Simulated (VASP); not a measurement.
From VASP inputs to Ansatz: Ge (strained lonsdaleite (2H))

INCAR

```
EDIFF = 1E-7
IBRION = -1
LREAL = .FALSE.
PREC = Accurate
LASPH = .TRUE.
LWAVE = .FALSE.
NSW = 0
GGA = PE
ISMEAR = -1
NBANDS = 36
SIGMA = 0.02
LCHARG = .FALSE.
ISIF = 2
NELM = 120
ENCUT = 520
```

KPOINTS

```
KPOINTS created by Atomic Simulation Environment
0
Gamma
12 12 4
0 0 0
```

KPOINTS_OPT

```
special points
8
Reciprocal
0.0000000000 0.0000000000 0.0000000000 1
0.5000000000 0.0000000000 0.0000000000 1
0.3333333333 0.3333333333 0.0000000000 1
0.0000000000 0.0000000000 0.5000000000 1
0.5000000000 0.0000000000 0.5000000000 1
0.3333333333 0.3333333333 0.5000000000 1
0.0000000000 0.0000000000 -0.0215660000 1
0.0000000000 0.0000000000 0.2356770000 1
```

POSCAR

```
Ge
 1.0000000000000000
     4.0775675231282955    0.0000000000288674    0.0000000000000000
    -2.0387837615891478    3.5312770606610617    0.0000000000000000
     0.0000000000000000    0.0000000000000000    6.5506032097000002
 Ge
   4
Cartesian
 -0.0000000000166664  2.3541847071169970 -0.0081408865067106
  2.0387837615558149  1.1770923535729321  3.2671607183432894
 -0.0000000000166664  2.3541847071169970  2.4646170901442108
  2.0387837615558149  1.1770923535729321  5.7399186949942100
```

VASP ran with the recommended PBE PAW datasets (56 valence electrons in the cell).

Q: Translate these files to an Ansatz input.

A: 

```yaml
crystal:
  lattice:
    - [4.0775675231, 0.0, 0.0]
    - [-2.0387837616, 3.5312770607, 0.0]
    - [0.0, 0.0, 6.5506032097]
  atoms:
    - { symbol: Ge, position: [0.3333333333, 0.6666666667, -0.001242769] }
    - { symbol: Ge, position: [0.6666666667, 0.3333333333, 0.498757231] }
    - { symbol: Ge, position: [0.3333333333, 0.6666666667, 0.376242769] }
    - { symbol: Ge, position: [0.6666666667, 0.3333333333, 0.876242769] }
kpoints:
  mp_grid: { grid: [12, 12, 4] }
  band_path:
    path:
      - [0.0, 0.0, 0.0]
      - [0.5, 0.0, 0.0]
      - [0.3333333333, 0.3333333333, 0.0]
      - [0.0, 0.0, 0.5]
      - [0.5, 0.0, 0.5]
      - [0.3333333333, 0.3333333333, 0.5]
      - [0.0, 0.0, -0.021566]
      - [0.0, 0.0, 0.235677]
    npoints: 1
hamiltonian:
  xc: pbe
scf:
  occupations: { method: fermi_dirac, width: 0.02 }
  n_extra_bands: 5
output:
  forces: true
  stress: true
  eigenvalues: true
  write_density: true
  write_potential: true
  elf: true
  volumetric_format: npy
```

Other inputs would serve too.

```csv
,VASP,Ansatz
gap between bands v and c,-0.33 eV (bands overlap: a metal),-0.33 eV (bands overlap: a metal)
least direct gap,0.00 eV,0.00 eV
pressure,0.8 GPa,0.8 GPa
largest force,0.02 eV/Å,0.02 eV/Å
```

The two codes use different PAW datasets and cutoffs. VASP's cell holds 56 valence electrons and Ansatz's 56. Ansatz's stress includes a Pulay correction; VASP's doesn't.
